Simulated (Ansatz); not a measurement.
Runs of Ansatz 0.2.0 on FeO (Wuestite). It takes space group Fm-3m (No. 225, cubic). Conventional cell: a = 4.311 Å, b = 4.311 Å, c = 4.311 Å, α = 90.00°, β = 90.00°, γ = 90.00°. Around Fe (site symmetry m-3m) lie 6 O at 2.16 Å. O (site symmetry m-3m) is surrounded by 6 Fe at 2.16 Å. 

```csv
task,level,cell,k mesh,cutoff (eV),smearing,mesh quality,gap on the mesh (eV),pressure (GPa),moment (μB),relaxed volume (Å³/atom)
relaxation of cell and atoms,BLYP+D4,relaxed,11 × 11 × 11,420,fermi-dirac 0.05 eV,not flagged,-,0.0,4.00,(a)
relaxation of cell and atoms,HSEsol,relaxed,6 × 6 × 6,420,fermi-dirac 0.05 eV,coarse,none,-,4.00,9.35
single point,PBE,as given,11 × 11 × 11,420,gaussian 0.018 eV,not flagged,none,-0.3,4.00,-
relaxation of cell and atoms,revPBE+D4,relaxed,11 × 11 × 11,420,fermi-dirac 0.05 eV,not flagged,-,0.0,4.00,9.84
single point,PBE,as given,11 × 11 × 11,420,gaussian 0.011 eV,not flagged,none,-0.3,4.00,-
single point,PBE,as given,11 × 11 × 11,420,gaussian 0.014 eV,not flagged,none,-0.3,4.00,-
relaxation of cell and atoms,BPBE,relaxed,11 × 11 × 11,420,fermi-dirac 0.05 eV,not flagged,-,0.0,4.00,9.98
```

Alike in all rows: potentials or basis Ansatz PAW; spin collinear, ferromagnetic start.

Estimate the missing entries.

(a) 9.90.

Caveats: some runs use coarse meshes; a cell with one magnetic atom can't hold antiferromagnetic order, which such compounds often take; the plane-wave basis is chosen anew once the cell has moved, so the energies of steps on either side of that aren't comparable (some runs); the PAW data sets come from PBE, with cores solved anew for the run's functional, which leaves a small shift of forces and pressure (some runs); the potentials were made for another functional, which shifts forces and pressure (some runs); semilocal functionals often make such compounds metallic where correlation or magnetic order opens a gap, which also shifts bond lengths (some runs); the magnetic or orbital state may not be the lowest (some runs).

A k mesh can miss the band edges.

A gap of «none» marks a metal or a gap under the smearing width.

Not every run made on this cell is shown here.
